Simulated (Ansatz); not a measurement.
## Gd (Fm-3m): ferro- and antiferromagnetic starts

The source of the geometry is a structure from the Materials Project, repeated to hold the magnetic orders; atoms and cell stay fixed.

Settings: PBE, 10×10×4 k mesh, Fermi–Dirac smearing of 0.05 eV. PAW means Ansatz 0.2.0 on its default frozen-core files. Site moments are integrated in spheres about the atoms.

Input of the first run:

```yaml
crystal:
  lattice:
    - [0.0, 2.5858190855, 2.5858190855]
    - [-2.5858190855, 2.5858190855, 0.0]
    - [-5.171638171, -5.171638171, 5.171638171]
  atoms:
    - { symbol: Gd, position: [0.0, 0.0, 0.0], spin: 7.0 }
    - { symbol: Gd, position: [0.3333333333, 0.3333333333, 0.3333333333], spin: 7.0 }
    - { symbol: Gd, position: [0.6666666667, 0.6666666667, 0.6666666667], spin: 7.0 }
magnetization:
  spin_polarized: true
kpoints:
  mp_grid: { grid: [10, 10, 4] }
scf:
  occupations: { method: fermi_dirac, width: 0.05 }
hamiltonian:
  xc: pbe
  pseudopotentials: { kind: paw }
output:
  forces: true
  stress: true
  eigenvalues: true
  populations: true
```

Command: `ansatz run input.yaml --threads 2 --pin off --max-ram 6144MiB --backend cpu --events-out ev --progress --plain --runs-dir out`

The input for «start Gd1↑ Gd2↑ Gd3↓» by PAW differs from it in these lines, output keys apart:

```diff
-    - { symbol: Gd, position: [0.6666666667, 0.6666666667, 0.6666666667], spin: 7.0 }
+    - { symbol: Gd, position: [0.6666666667, 0.6666666667, 0.6666666667], spin: -7.0 }
```

Energies count from the run that starts all moments parallel. Patterns list the atoms that start with 0.5 μB or more.

```
               start  ΔF PAW (meV/atom)  largest moment, PAW (μB)  M, PAW (μB/cell)  order at the end, PAW  P, PAW (GPa)
    Gd1↑, Gd2↑, Gd3↑                0.0                         ?             22.57                   kept          -1.3
    Gd1↑, Gd2↑, Gd3↓              -23.1                      7.32              7.31                   kept          -1.5
no spin polarisation                  ?                      0.00              0.00                      –          -2.7
```

Q: Fill in "largest moment, PAW (μB)" for the row "Gd1↑, Gd2↑, Gd3↑".

A: 7.29.

Q: What belongs in the row "no spin polarisation", column "ΔF PAW (meV/atom)"?

A: +7306.6.

Q: Map the PAW energies of the orders that kept their pattern on E = −Σ J s_i s_j over ordered pairs, with couplings only between Gd atoms 3.66 Å apart. What J follows?

A: Per Gd atom, ΔE = Σ J·(n_parallel state − n_order), where n is the mean of Σ s_i s_j over a shell: Gd1↑, Gd2↑, Gd3↓ has ΔE = -23.1 meV and Δn = 8.0. This gives J(3.66 Å) = -2.88 meV, which fits exactly since there are as many orders as couplings. All other shells are lumped into these numbers, so they are effective couplings.

The lowest of these ends as follows. Site moments (μB): Gd1 7.24, Gd2 7.24, Gd3 -7.32. Cell moment 7.31 μB. Orders of other supercells weren't tried and can lie lower.

Without U a semilocal functional puts the f levels too near the Fermi level, which can change moments and the order of magnetic states; site and cell moments are spin moments. Spin–orbit coupling is left out although heavy atoms are present. With open f shells a run can end in a state that isn't the lowest. None of this fixes the real material's magnetic order: only patterns that fit the cell were computed, at zero temperature, with a functional that can overstate moments. Left out because it may lie on a higher state: LAPW, parallel moments.
